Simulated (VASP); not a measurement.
# MgO (P-6m2) in VASP: a series of runs, part 3 of 3

VASP 6.6.1. The steps go on from the part before.

## (5) G0W0 quasiparticle levels, PBE

POSCAR

```
MgO
1.0
    2.9380209034      0.0000000000      0.0000000000
   -1.4690104517      2.5444007392      0.0000000000
    0.0000000000      0.0000000000      2.6796800000
Mg O
1 1
Direct
    0.0000000000      0.0000000000      0.0000000000
    0.3333333333      0.6666666667      0.5000000000
```

INCAR.step1

```
SYSTEM = MgO
PREC = Accurate
ENCUT = 450
EDIFF = 1E-8
ISMEAR = 0
SIGMA = 0.01
LREAL = .False.
LASPH = .True.
NELM = 60
ALGO = Fast
LWAVE = .True.
LCHARG = .False.
GGA = PE
```

INCAR.step2

```
SYSTEM = MgO
PREC = Accurate
ENCUT = 450
EDIFF = 1E-8
ISMEAR = 0
SIGMA = 0.01
LREAL = .False.
LASPH = .True.
NELM = 1
ALGO = Exact
LWAVE = .True.
LCHARG = .False.
GGA = PE
NBANDS = 52
LOPTICS = .True.
ISTART = 1
```

INCAR.step3

```
SYSTEM = MgO
PREC = Accurate
ENCUT = 450
EDIFF = 1E-8
ISMEAR = 0
SIGMA = 0.01
LREAL = .False.
LASPH = .True.
ALGO = EVGW0
LWAVE = .False.
LCHARG = .False.
GGA = PE
NELMGW = 1
NBANDS = 52
ENCUTGW = 100
NOMEGA = 48
PRECFOCK = Fast
ISTART = 1
NBANDSGW = 12
```

KPOINTS

```
regular mesh
0
Gamma
  3 3 3
  0 0 0
```

Potentials or basis: VASP PAW PBE potentials, release 64 (Mg_GW, O_GW).

Started as:

```
cat potpaw_PBE.64/Mg_GW/POTCAR potpaw_PBE.64/O_GW/POTCAR > POTCAR
cp INCAR.step1 INCAR
mpirun -np 1 vasp_std > vasp.out
cp INCAR.step2 INCAR
mpirun -np 1 vasp_std > vasp.out
cp INCAR.step3 INCAR
mpirun -np 1 vasp_std > vasp.out
```

OUTCAR:

```text
SYSTEM = MgO
   PREC = Accurate
   ENCUT = 450
   EDIFF = 1E-8
   ISMEAR = 0
   LREAL = .False.
   LASPH = .True.
   GGA = PE
   NELMGW = 1
   ENCUTGW = 100
   PRECFOCK = Fast
   ISTART = 1

 Found      6 irreducible k-points:

 Following reciprocal coordinates:
            Coordinates               Weight
  0.000000  0.000000  0.000000      1.000000
  0.333333  0.000000  0.000000      6.000000
  0.333333  0.333333  0.000000      2.000000
  0.000000  0.000000  0.333333      2.000000
  0.333333  0.000000  0.333333     12.000000
  0.333333  0.333333  0.333333      4.000000
   k-points           NKPTS =      6   k-points in BZ     NKDIM =     27   number of bands    NBANDS=     52
   number of dos      NEDOS =    301   number of ions     NIONS =      2
   total plane-waves  NPLWV =   8000
   dimension x,y,z NGX =    20 NGY =   20 NGZ =   20
   dimension x,y,z NGXF=    40 NGYF=   40 NGZF=   40
   ions per type =               1   1
   NGX,Y,Z   is equivalent  to a cutoff of  11.32, 11.32, 12.41 a.u.
   NGXF,Y,Z  is equivalent  to a cutoff of  22.63, 22.63, 24.82 a.u.
 SYSTEM =  MgO
   PREC   = accura    normal or accurate (medium, high low for compatibility)
   ISTART =      1    job   : 0-new  1-cont  2-samecut
   ICHARG =      0    charge: 1-file 2-atom 10-const
   ISPIN  =      1    spin polarized calculation?
   LNONCOLLINEAR =      F non collinear calculations
   LSORBIT =      F    spin-orbit coupling
   LASPH  =      T    aspherical Exc in radial PAW
   ENCUT  =  450.0 eV  33.07 Ry    5.75 a.u.   5.08  5.08  4.63*2*pi/ulx,y,z
   NELM   =     60;   NELMIN=  2; NELMDL=  0     # of ELM steps
   EDIFF  = 0.1E-07   stopping-criterion for ELM
   LREAL  =      F    real-space projection
   EDIFFG = 0.1E-06   stopping-criterion for IOM
   NSW    =      0    number of steps for IOM
   IBRION =     -1    ionic relax: 0-MD 1-quasi-New 2-CG
   NFREE  =      0    steps in history (QN), initial steepest desc. (CG)
   ISIF   =      0    stress and relaxation
   ISYM   =      3    0-nonsym 1-usesym 2-fastsym
   POTIM  = 0.5000    time-step for ionic-motion
   TEBEG  =    0.0;   TEEND  =   0.0 temperature during run
   PSTRESS=    0.0 pullay stress
   NELECT =       8.0000    total number of electrons
   NUPDOWN=      -1.0000    fix difference up-down
   EMIN   =  10.00;   EMAX   =-10.00  energy-range for DOS
   EFERMI =   0.00;   METHOD = LEGACY
   ISMEAR =     0;   SIGMA  =   0.01  broadening in eV -4-tet -1-fermi 0-gaus
   EFERMI_NEDOS =   21; number of points for ismear=-14 and -15
   IALGO  =     38    algorithm
   IMIX   =      4    mixing-type and parameters
     AMIX     =   0.40;   BMIX     =  1.00
     AMIX_MAG =   1.60;   BMIX_MAG =  1.00
  volume/ion in A,a.u.               =      10.02        67.59
  Fermi-wavevector in a.u.,A,eV,Ry     =   1.205583  2.278221 19.775115  1.453430
  Thomas-Fermi vector in A             =   2.341275
   LORBIT       =      0    0 simple, 1 ext, 2 COOP (PROOUT), +10 PAW based schemes
   GGA     = PE    functional components
   LHFCALC =     T    Hartree Fock is set to
   PRECFOCK=fast      Normal, Fast or Accurate (Low or Medium for compatibility)
   ENCUT4O =  -1.0   cutoff for four orbital integrals eV
   NKREDX  =     1    reduce k-point grid by
   NKREDY  =     1    reduce k-point grid by
   NKREDZ  =     1    reduce k-point grid by
   AEXX    =    1.0000 exact exchange contribution
   HFSCREEN=    0.0000 screening length (either q_TF or 0.3 A-1)
   HFSCREENC=   0.0000 screening length for correlation (either q_TF or 0.3 A-1)
   ENCUTFOCK=  -1.0 apply spherical cutoff to Coloumb kernel
   IVDW    =     0    specifies the selected vdW correction
   LEPSILON=     F    determine dielectric tensor
   LRPA    =     F    only Hartree local field effects (RPA)
   LRPAFORCE           =     F    calculate RPA forces
   ENCUTGW             = 100.0    cutoff for response function in eV
   ENCUTGWSOFT         =  80.0    soft cutoff for Coulomb kernel in GW response function in eV
   ENCUTLF             =  -1.0    cutoff for local field effects
   NELMGW              =     1    number of iterations in solving QP/BSE equation
   NELMHF              =     1    number of iterations in the inner HF iteration
   NKREDLFX            =     1    NKREDLFY  =   1   NKREDLFZ  =   1
 non-spin polarized calculation
 Gauss-broadening in eV      SIGMA  =   0.01
  energy-cutoff  :      450.00
  volume of cell :       20.03
 maximum number of plane-waves:       447
  NGX = 12; NGY = 12; NGZ = 10
   NGX = 11   NGY = 11   NGZ =  9
 maximum number of plane-waves:        47
 NGX is ok and might be reduce to    10

 QP shifts <psi_nk| G(iteration)W_0 |psi_nk>: iteration 1
 for sc-GW calculations column KS-energies equals QP-energies in previous step
 and V_xc(KS)=  KS-energies - (<T + V_ion + V_H > + <T+V_H+V_ion>^1  + <V_x>^1)

 k-point   1 :       0.0000    0.0000    0.0000
  band No.  KS-energies  QP-energies   sigma(KS)   V_xc(KS)     V^pw_x(r,r')   Z            occupation Imag(sigma)

      1     -14.0514     -15.9116     -20.8600     -18.1185     -29.8309       0.6785       2.0000       1.2073
      2       2.7905       1.8894     -20.3532     -19.1490     -24.8620       0.7483       2.0000       0.1775
      3       2.7905       1.8894     -20.3532     -19.1490     -24.8620       0.7483       2.0000       0.1775
      4       2.9934       2.0757     -20.4835     -19.2553     -25.0520       0.7472       2.0000       0.1797
      5       6.3348       7.2061     -10.1023     -11.1969      -6.4452       0.7961       0.0000      -0.1242
      6      15.1989      16.1307      -7.7456      -8.9289      -3.1427       0.7874       0.0000      -0.1662
      7      18.8451      19.8685      -7.4539      -8.7582      -2.6576       0.7846       0.0000      -0.2638
      8      18.8451      19.8685      -7.4539      -8.7582      -2.6576       0.7846       0.0000      -0.2638
      9      23.1418      23.9939      -7.3918      -8.4528      -2.0767       0.8031       0.0000      -0.7003
     10      24.1055      25.4572      -9.1844     -10.9707      -3.4194       0.7567       0.0000      -0.6993
     11      25.7686      27.2178      -9.2986     -11.2092      -3.4218       0.7585       0.0000      -0.7297
     12      25.7686      27.2178      -9.2986     -11.2092      -3.4218       0.7585       0.0000      -0.7297

 k-point   2 :       0.3333    0.0000    0.0000
  band No.  KS-energies  QP-energies   sigma(KS)   V_xc(KS)     V^pw_x(r,r')   Z            occupation Imag(sigma)

      1     -13.3016     -15.1668     -21.6524     -18.9230     -30.5231       0.6834       2.0000       1.0937
      2      -0.6933      -1.9720     -16.7582     -14.9984     -21.1861       0.7266       2.0000       0.2452
      3       2.2382       1.2458     -19.8114     -18.4795     -24.3327       0.7451       2.0000       0.1843
      4       3.2573       2.3857     -20.7930     -19.6329     -25.3549       0.7514       2.0000       0.1785
      5       9.4490      10.4300     -10.2219     -11.4787      -6.3493       0.7806       0.0000      -0.1392
      6      13.8168      15.0679      -9.7785     -11.4007      -5.3661       0.7712       0.0000      -0.1761
      7      17.0286      18.2678      -9.4284     -11.0204      -4.7354       0.7784       0.0000      -0.2118
      8      20.6299      21.9746      -9.0720     -10.8127      -3.7298       0.7725       0.0000      -0.4695
      9      22.6502      23.8696      -7.9544      -9.5500      -2.8800       0.7642       0.0000      -0.4049
     10      24.2612      25.3225      -7.7065      -9.0559      -2.2680       0.7864       0.0000      -0.6166
     11      28.4014      29.7121      -8.1154      -9.7557      -2.5303       0.7990       0.0000      -0.7795
     12      28.6775      30.0840      -8.0302      -9.7897      -2.3205       0.7993       0.0000      -0.8610
[... 36 lines left out ...]
      1     -12.6841     -14.5295     -22.1814     -19.4959     -30.9950       0.6871       2.0000       1.0369
      2      -0.1420      -1.3737     -17.4941     -15.8135     -21.9801       0.7329       2.0000       0.2290
      3       0.4973      -0.7051     -18.2334     -16.5962     -22.7863       0.7344       2.0000       0.2156
      4       2.6057       1.6694     -20.1968     -18.9461     -24.7013       0.7485       2.0000       0.1785
      5      10.2657      11.2179      -9.6029     -10.8206      -5.6756       0.7820       0.0000      -0.1444
      6      14.0770      15.2088      -8.9351     -10.3842      -4.4558       0.7810       0.0000      -0.1730
      7      17.5568      18.9926     -10.5967     -12.4714      -5.6905       0.7659       0.0000      -0.2916
      8      19.1051      20.3977      -9.6269     -11.3164      -4.6200       0.7651       0.0000      -0.3280
      9      19.4153      20.6115      -7.9112      -9.4416      -2.9784       0.7816       0.0000      -0.3174
     10      24.4773      25.7900      -7.9998      -9.6617      -2.5769       0.7900       0.0000      -0.6439
     11      24.9210      26.2310      -8.6613     -10.3240      -3.3095       0.7879       0.0000      -0.5277
     12      31.3109      32.7189      -7.3368      -9.0698      -1.7014       0.8125       0.0000      -0.9985

 k-point   6 :       0.3333    0.3333    0.3333
  band No.  KS-energies  QP-energies   sigma(KS)   V_xc(KS)     V^pw_x(r,r')   Z            occupation Imag(sigma)

      1     -12.3508     -14.1935     -22.5709     -19.9089     -31.3587       0.6922       2.0000       1.0075
      2       0.5429      -0.6533     -18.0488     -16.4248     -22.5381       0.7366       2.0000       0.2114
      3       0.5548      -0.6629     -17.8954     -16.2473     -22.3246       0.7389       2.0000       0.2094
      4       0.6311      -0.5297     -18.7652     -17.1835     -23.4321       0.7339       2.0000       0.2181
      5      10.3439      11.1104      -8.1849      -9.1622      -4.0414       0.7843       0.0000      -0.1481
      6      14.3392      15.7021      -9.1614     -10.9097      -4.8303       0.7796       0.0000      -0.1683
      7      17.1807      18.5582      -9.5416     -11.3342      -4.7143       0.7684       0.0000      -0.2217
      8      18.4935      19.6902     -10.0214     -11.5690      -5.1345       0.7732       0.0000      -0.3159
      9      18.5988      20.2049     -11.2258     -13.3477      -6.0926       0.7569       0.0000      -0.3605
     10      24.6062      25.9037      -9.2044     -10.8648      -3.6880       0.7814       0.0000      -0.5942
     11      29.4038      30.9137      -7.8922      -9.7826      -2.3428       0.7987       0.0000      -0.7637
     12      30.6721      31.9201      -7.1155      -8.6434      -1.5206       0.8168       0.0000      -0.9528
```

Run time: 6.8 s. Hardware: 1 thread of Intel Xeon 6975P-C (Granite Rapids), shared host; peak memory 0.14 GiB.

The run converged, but some of its settings lie outside the range that counts as converged, so its numbers aren't taken as properties of the crystal.

Results:

```yaml
Band_gap_on_the_k_mesh_mean-field_level: 2.93 eV, indirect (least direct gap 3.34 eV)
Quasiparticle_gap: 4.65 eV
Least_direct_quasiparticle_gap: 5.13 eV
```

Caveat: the k mesh is coarse (spacing up to 0.82 Å⁻¹), so the values aren't converged; the cutoff is under 1.25 times the usual one of these potentials, so pressure, stress and relaxed cells hold a basis-set (Pulay) error; bands, screening cutoff and mesh are small and nothing is extrapolated, so the quasiparticle values aren't converged; an odd mesh through Γ misses points on the zone boundary, where band edges often lie.

## (6) The reference run

An earlier run on the cell as given: functional PBE; potentials or basis VASP PAW PBE potentials, release 64 (Mg, O); cutoff 520 eV; k mesh 10 × 10 × 10; occupations fermi-dirac, width 0.05 eV; no spin polarisation.

- Pressure: -0.7 GPa
- Band gap on the k mesh: 3.01 eV, indirect (least direct gap 3.40 eV)
